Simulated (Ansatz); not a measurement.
# Pressure against volume: KTaO3

Space group Pm-3m (No. 221). a = 3.988 Å, b = 3.988 Å, c = 3.988 Å, α = 90.00°, β = 90.00°, γ = 90.00°
| atom | site | symmetry | x | y | z |
| --- | --- | --- | --- | --- | --- |
| K | 1b | m-3m | 0.5000 | 0.5000 | 0.5000 |
| Ta | 1a | m-3m | 0.0000 | 0.0000 | 0.0000 |
| O | 3d | 4/mm.m | 0.5000 | 0.0000 | 0.0000 |

The runs use the primitive cell with vectors (3.988, 0.000, 0.000), (0.000, 3.988, 0.000), (0.000, 0.000, 3.988) Å, to which the k mesh refers.

Symmetry: Pm-3m, No. 221, cubic system. The conventional cell has a = 3.988 Å, b = 3.988 Å, c = 3.988 Å, α = 90.00°, β = 90.00°, γ = 90.00°. Around K (site symmetry m-3m) lie 12 O at 2.82 Å. Ta (site symmetry m-3m) has 6 O at 1.99 Å as nearest neighbours. Around O (site symmetry 4/mmm) lie 2 Ta at 1.99 Å.

The cell comes from COD entry 2102087, which wasn't checked; take it as a given geometry.

No spin–orbit coupling, which matters for the heavy atoms here.

Levels of theory: DFT, PBE, all-electron LAPW, scalar-relativistic (Ansatz 0.2.0); DFT, PBE, PAW with Ansatz's default frozen-core files, scalar-relativistic (Ansatz 0.2.0).

For LAPW: a Γ-centred 5×5×5 k mesh, Fermi–Dirac smearing of 0.01 eV, basis error target 0.5 meV/atom, no spin polarisation. PAW takes a cutoff of 420 eV at this cell. The Ansatz runs share mesh, smearing and spin set-up. Plane-wave (PAW) pressures include the program's estimate of the Pulay term.

The cell above is scaled evenly, with fractional coordinates and shape held.

Q: Estimate the equilibrium volume and bulk modulus that LAPW (all electrons) gives for this fixed shape.

A: V0 = 13.04 Å³/atom, B0 = 187 GPa, B0′ = 4.4, from a third-order Birch–Murnaghan fit to these pressures:
| V/V(cell) | V (Å³/atom) | P, LAPW (GPa) | P, PAW (GPa) | gap on the k mesh, LAPW (eV) | free energy over the lowest listed, PAW (meV/atom) |
| --- | --- | --- | --- | --- | --- |
| 0.9400 | 11.927 | 20.39 | 20.41 | 2.48 | 64.9 |
| 0.9600 | 12.180 | 14.88 | 14.87 | 2.43 | 37.0 |
| 0.9800 | 12.434 | 9.93 | 9.89 | 2.39 | 17.5 |
| 0.9900 | 12.561 | 7.65 | 7.59 | 2.36 | 10.5 |
| 1.0000 | 12.688 | 5.49 | 5.41 | 2.34 | 5.3 |
| 1.0100 | 12.815 | 3.43 | 3.35 | 2.31 | 2.0 |
| 1.0200 | 12.942 | 1.48 | 1.39 | 2.29 | 0.0 |
| 1.0400 | 13.196 | -2.11 | -2.23 | 2.24 | 0.8 |
| 1.0600 | 13.449 | -5.35 | -5.48 | 2.20 | 6.9 |

PAW's V0 lies -0.06 % from the all-electron value and its B0 0.8 %. Symmetry fixes shape and coordinates here, so this is the relaxed modulus.
